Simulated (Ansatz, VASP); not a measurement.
## One calculation of C, two programs

```
CELL_PARAMETERS angstrom
2.52210 0.00000 0.00000
-1.26105 2.18420 0.00000
0.00000 0.00000 8.23710
ATOMIC_POSITIONS crystal
C 0.66667 0.33333 0.84375
C 0.33333 0.66667 0.34375
C 0.66667 0.33333 0.65625
C 0.33333 0.66667 0.15625
C 0.00000 0.00000 0.90625
C 0.00000 0.00000 0.40625
C 0.00000 0.00000 0.59375
C 0.00000 0.00000 0.09375
```

This is a hexagonal form of diamond, not graphite.

Alike in both runs: task relaxation of cell and atoms; functional RPBE; dispersion D3(BJ); k mesh 12 × 12 × 4; occupations fermi-dirac, width 0.05 eV; no spin polarisation.

|  | VASP | Ansatz |
| --- | --- | --- |
| version | VASP 6.6.1 | Ansatz 0.2.0 |
| potentials or method | VASP PAW PBE potentials, release 64 (C) | Ansatz PAW |
| plane-wave cutoff (eV) | 600 | 420 |
| valence electrons in the cell | 32 | 32 |

Ansatz gave:

- gap on the k mesh at the Fermi level, each at its own relaxed structure (eV): 4.60
- relaxed volume (Å³/atom): 5.54
- relaxed cell length with the largest relative difference (Å): 2.494
- energy change over the relaxation (meV/atom): -7

Task: Estimate VASP's values.

Result: gap on the k mesh at the Fermi level, each at its own relaxed structure (eV): 4.59; relaxed volume (Å³/atom): 5.54; relaxed cell length with the largest relative difference (Å): 2.494; energy change over the relaxation (meV/atom): -7.

Caveats: the PAW data sets were made with another functional, which shifts forces and pressure a little (VASP); the plane-wave basis is chosen anew once the cell has moved, so the energies of steps on either side of that aren't comparable (Ansatz); the pressure holds a Pulay correction of +0.9 GPa for the finite cutoff (Ansatz); the PAW data sets come from PBE, with cores solved anew for the run's functional, which leaves a small shift of forces and pressure (Ansatz). A k mesh can miss the band edges.
